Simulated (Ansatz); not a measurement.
# Te2Mo in Ansatz: relaxation of cell and atoms with r2SCAN+D4

Aim: the relaxation of cell and atoms of Te2Mo with r2SCAN+D4.

Program: Ansatz 0.2.0. These are calculated values, not measurements. Logs are shortened: lines on timing, memory, paths and dates and some standing lists are left out, and cuts for length are marked.

## Step 1: Starting point

The cell holds a slab with vacuum, 6 atoms: a = 6.362 Å, b = 3.480 Å, c = 36.176 Å, α = 90.00°, β = 90.14°, γ = 90.00°.

## Step 2: Relaxation of cell and atoms, r2SCAN+D4

The input, input.yaml:

```yaml
crystal:
  lattice:
    - [6.3616090156, 0.0, 0.0]
    - [0.0, 3.48040306, 0.0]
    - [-0.0857412231, 0.0, 36.1758904685]
  atoms:
    - { symbol: Te, position: [0.4292511, 0.75, 0.54070358] }
    - { symbol: Te, position: [0.5707489, 0.25, 0.45929642] }
    - { symbol: Te, position: [0.92084787, 0.25, 0.55652732] }
    - { symbol: Te, position: [0.07915213, 0.75, 0.44347268] }
    - { symbol: Mo, position: [0.18134756, 0.25, 0.49746537] }
    - { symbol: Mo, position: [0.81865244, 0.75, 0.50253463] }
hamiltonian:
  xc: r2scan
  pseudopotentials: { kind: paw }
  dispersion: d4
kpoints:
  mp_grid: { grid: [4, 8, 1] }
scf:
  occupations: { method: fermi_dirac, width: 0.05 }
output:
  forces: true
  stress: true
relax:
  f_tol: 0.01
  max_steps: 40
  cell: { stress_tol: 0.05 }
```

Potentials or basis: Ansatz PAW.

Started as:

```sh
ansatz run input.yaml --threads 2 --pin off --max-ram 5120MiB --backend cpu --events-out ev --progress --plain --runs-dir out
```

Output:

```text
Warning: RAYON_NUM_THREADS=2 ignored (pool sized by the plan → 2); use --threads N
Engine: ansatz 0.2.0, x86_64-unknown-linux-gnu
Pseudopotentials: kind: paw
Pseudopotential: Te, paw, valence charge 16, recommended cutoff 500 eV (meta_gga), Te.paw.azcp
Pseudopotential: Mo, paw, valence charge 14, recommended cutoff 500 eV (meta_gga), Mo.paw.azcp
Functional definition: r2SCAN
  parameter k0 = 0.174
  parameter k1 = 0.065
  parameter a1 = 4.9479
  exchange = r2scan_x(k0 = k0, k1 = k1, a1 = a1)
  correlation = r2scan_c
Crystal: 6 atoms, lattice volume = 800.969 Å³
Basis set: ecut = 500 eV, 20359 PW (Γ), exchange–correlation on 192×108×1080 points (64 copies of the dense FFT grid, shifted against one another)
Bands: 56, of which v1, the nominal top of the filled ones, is band 46 counted from 1 (45 counted from 0)
Symmetry: 4 space group operations
Space group: P21/m (ITA 11), of the structure as read, at distance tolerance 9.3e-5 Å
k-points: 15 of 32
Non-local potential: Te, projectors of the file, l = 0: 2, l = 1: 2, l = 2: 2, l = 3: 2
Non-local potential: Mo, projectors of the file, l = 0: 3, l = 1: 2, l = 2: 2, l = 3: 1
PAW form: soft (Blöchl's): semilocal exchange-correlation on the pseudo side does not see the compensation charge
PAW frozen core: Te, regenerated for the run's functional (the file was generated under x = pbe(κ = 0.804, μ = 0.2195149727645171), c = pbe(β = 0.06672455060314922))
PAW frozen core: Mo, regenerated for the run's functional (the file was generated under x = pbe(κ = 0.804, μ = 0.2195149727645171), c = pbe(β = 0.06672455060314922))
PAW one-centre angular grid: Te, 590 points (default); XC on 160 Gauss nodes
PAW one-centre angular grid: Mo, 590 points (default); XC on 160 Gauss nodes
Initial density: superposition of atomic densities (neutral atoms: chi_scale 0, normalization atom), corrected by the library's trained network
Initial wavefunctions: pseudopotential atomic-orbital guess
Functional: x = r2scan, c = r2scan; τ floored in thin density (d = 2e-4 eV/Å³)
SCF iter   1: F=—  HF=-37916.862147 eV  |F-HF|=—  |Δ(HF+E_count)|=         —  Δρ=5.24e-3  dr2=6.24e-1  dr2_τ=6.36e-2  ethr=1.77e-3  ⟨swp⟩=11.1  Hψ=3907  notcnv=0  defer=6
preconditioner: auto → LDOS  [metal: Δε(μ)=0.136 eV  Ē_g=7.608 eV  σ=0.050 eV  W_gap=0.44  n_scr=72 (ndim 8)  ℏωp=7.9 eV  f_vac=0.785  D(μ)=0.94/eV (n_scr^D=4)  β→1.0]
SCF iter   2: F=—  HF=-37917.301228 eV  |F-HF|=—  |Δ(HF+E_count)|=   4.39e-1  Δρ=1.12e-2  dr2=3.95e0  dr2_τ=1.87e-1  ethr=6.79e-4  ⟨swp⟩=4.5  Hψ=2013  notcnv=0  defer=30  recentre
SCF iter   3: F=—  HF=-37916.873620 eV  |F-HF|=—  |Δ(HF+E_count)|=   4.28e-1  Δρ=2.13e-3  dr2=8.69e-2  dr2_τ=5.25e-4  ethr=6.79e-4  ⟨swp⟩=4.9  Hψ=1922  notcnv=0  defer=30
SCF iter   4: F=—  HF=-37916.873510 eV  |F-HF|=—  |Δ(HF+E_count)|=   1.10e-4  Δρ=2.29e-4  dr2=3.85e-4  dr2_τ=3.47e-5  ethr=9.45e-5  ⟨swp⟩=2.3  Hψ=1163  notcnv=0  defer=30
SCF iter   5: F=—  HF=-37916.873754 eV  |F-HF|=—  |Δ(HF+E_count)|=   2.44e-4  Δρ=6.48e-5  dr2=3.69e-5  dr2_τ=2.75e-6  ethr=4.18e-7  ⟨swp⟩=3.0  Hψ=1678  notcnv=0  defer=30
SCF iter   6: F=—  HF=-37916.873645 eV  |F-HF|=—  |Δ(HF+E_count)|=   1.10e-4  Δρ=2.48e-5  dr2=4.02e-6  dr2_τ=2.13e-7  ethr=4.01e-8  ⟨swp⟩=2.0  Hψ=1477  notcnv=0  defer=30
SCF iter   7: F=—  HF=-37916.873648 eV  |F-HF|=—  |Δ(HF+E_count)|=   3.88e-6  Δρ=8.51e-6  dr2=9.95e-7  dr2_τ=4.25e-8  ethr=4.37e-9  ⟨swp⟩=3.7  Hψ=1855  notcnv=0  defer=30
SCF iter   8: F=-37916.873649 eV  HF=-37916.873649 eV  |F-HF|=7.06e-8  |Δ(HF+E_count)|=   2.59e-7  Δρ=2.57e-6  dr2=4.34e-8  dr2_τ=4.95e-9  ethr=1.09e-10  ⟨swp⟩=3.3  Hψ=3506  notcnv=0
SCF 1 converged in 8 iterations: F = -37916.873649 eV  dr2 = 4.34e-8
relax step   1: F+E_penalty+E_count = -37916.87364873 eV  Δ(F+E_penalty+E_count) = +0.000e0 eV  max|allowed force component| = 2.917e-2 eV/Å  Δτ_max = 0.0000 Å  P = -0.125 GPa  Ω = 800.969 Å³  (8 SCF iters, dr2 threshold 1.00e-7 eV, accepted)
Crystal: 6 atoms, lattice volume = 790.704 Å³
Basis set: ecut = 500 eV, 20071 PW (Γ), exchange–correlation on 192×108×1080 points (64 copies of the dense FFT grid, shifted against one another)
Initial density: handed on by an earlier stage of this run
Initial wavefunctions: those handed on with the density
[... 23 lines left out ...]
Crystal: 6 atoms, lattice volume = 793.921 Å³
Basis set: ecut = 500 eV, 20151 PW (Γ), exchange–correlation on 192×108×1080 points (64 copies of the dense FFT grid, shifted against one another)
iter 1 solved again at ethr=3.10e-8 eV; its pass at ethr=3.10e-3 eV (dr2=2.86e-5 eV) is discarded
SCF iter   1: F=—  HF=-37916.877371 eV  |F-HF|=—  |Δ(HF+E_count)|=         —  Δρ=6.71e-5  dr2=3.08e-5  dr2_τ=6.27e-4  ethr=3.10e-8  ⟨swp⟩=3.0  Hψ=4021  notcnv=0
preconditioner: auto → LDOS  [metal: Δε(μ)=0.177 eV  Ē_g=7.612 eV  σ=0.050 eV  W_gap=0.48  n_scr=72 (ndim 8)  ℏωp=7.9 eV  f_vac=0.783  D(μ)=0.82/eV (n_scr^D=4)  β→1.0]
SCF iter   2: F=—  HF=-37916.877755 eV  |F-HF|=—  |Δ(HF+E_count)|=   3.84e-4  Δρ=4.94e-5  dr2=3.23e-5  dr2_τ=1.94e-6  ethr=3.10e-8  ⟨swp⟩=2.9  Hψ=1651  notcnv=0
SCF iter   3: F=—  HF=-37916.877749 eV  |F-HF|=—  |Δ(HF+E_count)|=   5.97e-6  Δρ=2.11e-5  dr2=1.07e-5  dr2_τ=3.92e-7  ethr=3.10e-8  ⟨swp⟩=2.0  Hψ=1380  notcnv=0
SCF iter   4: F=—  HF=-37916.877748 eV  |F-HF|=—  |Δ(HF+E_count)|=   8.56e-7  Δρ=9.35e-6  dr2=1.26e-6  dr2_τ=1.55e-7  ethr=1.16e-8  ⟨swp⟩=2.0  Hψ=1031  notcnv=0
SCF iter   5: F=—  HF=-37916.877748 eV  |F-HF|=—  |Δ(HF+E_count)|=   1.19e-8  Δρ=3.50e-6  dr2=1.12e-7  dr2_τ=2.85e-8  ethr=1.37e-9  ⟨swp⟩=2.0  Hψ=1104  notcnv=0
SCF iter   6: F=-37916.877748 eV  HF=-37916.877748 eV  |F-HF|=5.68e-9  |Δ(HF+E_count)|=   2.11e-8  Δρ=1.15e-6  dr2=1.17e-8  dr2_τ=1.77e-10  ethr=5.78e-11  ⟨swp⟩=5.3  Hψ=2826  notcnv=0
SCF 4 converged in 6 iterations: F = -37916.877748 eV  dr2 = 1.17e-8
relax step   4: F+E_penalty+E_count = -37916.87774835 eV  Δ(F+E_penalty+E_count) = -6.296e-5 eV  max|allowed force component| = 3.438e-3 eV/Å  Δτ_max = 0.0019 Å  P = -0.002 GPa  Ω = 793.921 Å³  energy of the carried Pulay correction = +2.683e-4 eV  (6 SCF iters, dr2 threshold 5.32e-8 eV, accepted)
Initial wavefunctions: pseudopotential atomic-orbital guess (no wavefunctions were taken with the density)
iter 1 solved again at ethr=4.85e-7 eV; its pass at ethr=3.10e-3 eV (dr2=4.46e-4 eV) is discarded
SCF iter   1: F=—  HF=-37916.877596 eV  |F-HF|=—  |Δ(HF+E_count)|=         —  Δρ=7.20e-6  dr2=6.84e-8  dr2_τ=3.47e-7  ethr=4.85e-7  ⟨swp⟩=4.2  Hψ=6309  notcnv=0
eigensolver tolerance schedule: the retry pair's looser diagonalisation over-reported the residual by 6527.71 of it (diagonalisation noise at an unbounded share of the residual, at the tolerance the schedule requests for it); recorded, not acted on — ethr = c·dr2/N_el stays at c = 1.0e-1
preconditioner: auto → LDOS  [metal: Δε(μ)=0.178 eV  Ē_g=7.614 eV  σ=0.050 eV  W_gap=0.48  n_scr=72 (ndim 8)  ℏωp=7.9 eV  f_vac=0.783  D(μ)=0.82/eV (n_scr^D=4)  β→1.0]
SCF iter   2: F=—  HF=-37916.877480 eV  |F-HF|=—  |Δ(HF+E_count)|=   1.17e-4  Δρ=2.70e-6  dr2=1.66e-7  dr2_τ=8.84e-9  ethr=7.43e-11  ⟨swp⟩=3.9  Hψ=2344  notcnv=0
SCF iter   3: F=—  HF=-37916.877480 eV  |F-HF|=—  |Δ(HF+E_count)|=   1.08e-8  Δρ=2.04e-6  dr2=1.11e-7  dr2_τ=5.51e-9  ethr=7.43e-11  ⟨swp⟩=2.0  Hψ=1503  notcnv=0
SCF iter   4: F=—  HF=-37916.877480 eV  |F-HF|=—  |Δ(HF+E_count)|=   9.65e-9  Δρ=6.74e-7  dr2=8.17e-9  dr2_τ=3.42e-10  ethr=7.43e-11  ⟨swp⟩=2.0  Hψ=884  notcnv=0
SCF iter   5: F=—  HF=-37916.877480 eV  |F-HF|=—  |Δ(HF+E_count)|=  2.18e-11  Δρ=2.43e-7  dr2=1.14e-9  dr2_τ=2.54e-11  ethr=8.88e-12  ⟨swp⟩=2.1  Hψ=982  notcnv=0
SCF iter   6: F=—  HF=-37916.877480 eV  |F-HF|=—  |Δ(HF+E_count)|=  1.46e-11  Δρ=7.98e-8  dr2=6.50e-11  dr2_τ=3.79e-12  ethr=1.24e-12  ⟨swp⟩=2.1  Hψ=1124  notcnv=0
SCF iter   7: F=-37916.877480 eV  HF=-37916.877480 eV  |F-HF|=4.37e-11  |Δ(HF+E_count)|=  3.64e-11  Δρ=1.52e-8  dr2=2.47e-12  dr2_τ=1.38e-13  ethr=1.00e-12  ⟨swp⟩=5.0  Hψ=2864  notcnv=0
SCF 5 converged in 7 iterations: F = -37916.877480 eV  dr2 = 2.47e-12
relax step   5: F+E_penalty+E_count = -37916.87747957 eV  Δ(F+E_penalty+E_count) = +2.688e-4 eV  max|allowed force component| = 3.395e-3 eV/Å  Δτ_max = 0.0000 Å  P = -0.002 GPa  Ω = 793.921 Å³  stress off target by 6.39e-3 GPa  SCF on the basis re-selected at this cell (its energy is not comparable with the rows above)  (7 SCF iters)
basis re-selected at this cell: Δ(F+E_penalty+E_count) = +2.688e-4 eV, ΔP = -0.000 GPa vs the last step (what re-selecting the basis moved, of the pressure what is left beyond the Pulay correction that the steps carried, after the strain that the cell walked since its last selection, with what the two solves' SCF thresholds leave and, on support functions, any second-order correction that the steps lacked; it is no measure of the basis error at this ecutwfc). This SCF's stress stands 6.39e-3 GPa from its target on what of the cell is left free (relax.cell.stress_tol is 5.00e-2 GPa) and its largest allowed force component is 3.40e-3 eV/Å (relax.f_tol is 1.00e-2 eV/Å): within both
SCF converged after 7 iterations
Free energy (F): -37916.877480 eV
Harris-Foulkes:  -37916.877480 eV  (|F-HF|=4.37e-11)
Internal energy: -37916.870734 eV  (E = F + TS)
E sigma→0 (E₀):  -37916.874107 eV
Entropy (-TS):   -0.006746 eV (-1.124 meV/atom)
Fermi energy:    -1.459612 eV
--- Per-component energies (eV) ---
  E_band       = -2504.615131
  E_kinetic    = 1603.808934
  E_local      = -158394.752990  (includes V_loc(G=0)·N_el)
  E_nonlocal   = -954.579402
  E_hartree    = 78998.072872
  E_xc         = -817.864342
  E_vxc        = -959.420938  (∫ρ·V_xc dr)
  E_paw        = -25181.974982  (= ΣΔE_a)
  E_vpaw       = -1857.266498  (= ΣTr[D̂ρ^β])
  E_aug_tail   = -0.000143  (compensation charges beyond the density's cutoff)
  E_vtau       = 61.449937  (kinetic-family band-sum trace: ∫τ·v_τ [+ j·A + Jᵃ·Aᵃ] dr)
  E_ewald      = 66830.473931
  E_disp       = -0.751626  (pairwise vdW)
  E_core_change = 0.697015  (= ΣΔE_core)
  E_smearing   = -0.006746  (= −TS)
  E_closure    = -0.000000  (closes the sum)
  Σ components = -37916.877480   (vs F -37916.877480, Δ=0.00e0)
--- Forces (eV/Å), atoms counted from 1 ---
  atom   1  Te    -0.00143765     0.00000000     0.00119253
  atom   2  Te     0.00143765    -0.00000000    -0.00119253
  atom   3  Te    -0.00061882     0.00000000    -0.00090604
  atom   4  Te     0.00061882    -0.00000000     0.00090604
  atom   5  Mo    -0.00032513     0.00000000    -0.00339503
  atom   6  Mo     0.00032513    -0.00000000     0.00339503
  max |Σ_I F_I| component: 4.34e-19 eV/Å
--- Stress (GPa, compression-positive) ---
        0.000022      -0.000000      -0.001357
       -0.000000      -0.006387       0.000000
       -0.001357       0.000000      -0.000236
  P = ⅓ Tr σ = -0.0022 GPa (-0.022 kbar)
--- Relaxed structure (4 steps of the walk, 4 accepted, 1 SCFs on fresh bases) ---
  F+E_penalty+E_count = -37916.87747957 eV   max|allowed force component| = 3.395e-3 eV/Å   (the final SCF, on the basis selected at the relaxed cell)
  cell:  # Å, volume = 793.9212 Å³
    - [6.341418362119879, 0.0, 0.0004916195903443793]
    - [0.0, 3.4606816971211494, 0.0]
    - [-0.08267345396656477, 0.0, 36.176727626966525]
  atoms:
    - { symbol: Te, position: [0.4298677971442261, 0.7499999999999999, 0.5408199861053369] }
    - { symbol: Te, position: [0.5701322028557739, 0.24999999999999994, 0.459180013894663] }
    - { symbol: Te, position: [0.9201953605592819, 0.24999999999999994, 0.5565996642125738] }
    - { symbol: Te, position: [0.07980463944071806, 0.7499999999999999, 0.4434003357874262] }
    - { symbol: Mo, position: [0.18145290096284714, 0.24999999999999994, 0.4975557916504481] }
    - { symbol: Mo, position: [0.8185470990371528, 0.7499999999999999, 0.5024442083495518] }
```

It took 2.2 min on 2 threads of AMD EPYC 7B13 (Zen 3), shared host; peak memory 2.8 GiB.

What came out:

```
Free energy                            : -37916.8775 eV
Relaxed volume                         : 132.32 Å³/atom
Relaxed cell                           : a = 6.341 Å, b = 3.461 Å, c = 36.177 Å, α = 90.00°, β = 90.13°, γ = 90.00°
Space group after relaxing (to 0.05 Å) : P2_1/m (No. 11)
Energy gained by relaxing              : 0.6 meV/atom
Ionic steps                            : 5
Largest force after relaxing           : 0.003 eV/Å
```

Forces on the atoms (eV/Å):
```
Te  -0.001  0.000  0.001
Te   0.001  0.000 -0.001
Te  -0.001  0.000 -0.001
Te   0.001  0.000  0.001
Mo   0.000  0.000 -0.003
Mo   0.000  0.000  0.003
```

Step by step:
| step | energy change (eV) | largest force (eV/Å) | volume (Å³) |
| --- | --- | --- | --- |
| 1 | 0.0000 | 0.0343 | 800.97 |
| 2 | -0.0019 | 0.0911 | 790.70 |
| 3 | -0.0040 | 0.0293 | 793.49 |
| 4 | -0.0041 | 0.0035 | 793.92 |
| 5 | -0.0038 | 0.0034 | 793.92 |

Final structure:
```xyz
6
Lattice="6.3414 0.0000 0.0005 0.0000 3.4607 0.0000 -0.0827 0.0000 36.1767" Properties=species:S:1:pos:R:3 pbc="T T T"
Te    2.6813    2.5955   19.5653
Te    3.5775    0.8652   16.6119
Te    5.7893    0.8652   20.1364
Te    0.4694    2.5955   16.0408
Mo    1.1095    0.8652   18.0000
Mo    5.1492    2.5955   18.1772
```

Caveat: the plane-wave basis is chosen anew once the cell has moved, so the energies of steps on either side of that aren't comparable; the PAW data sets come from PBE, with cores solved anew for the run's functional, which leaves a small shift of forces and pressure.
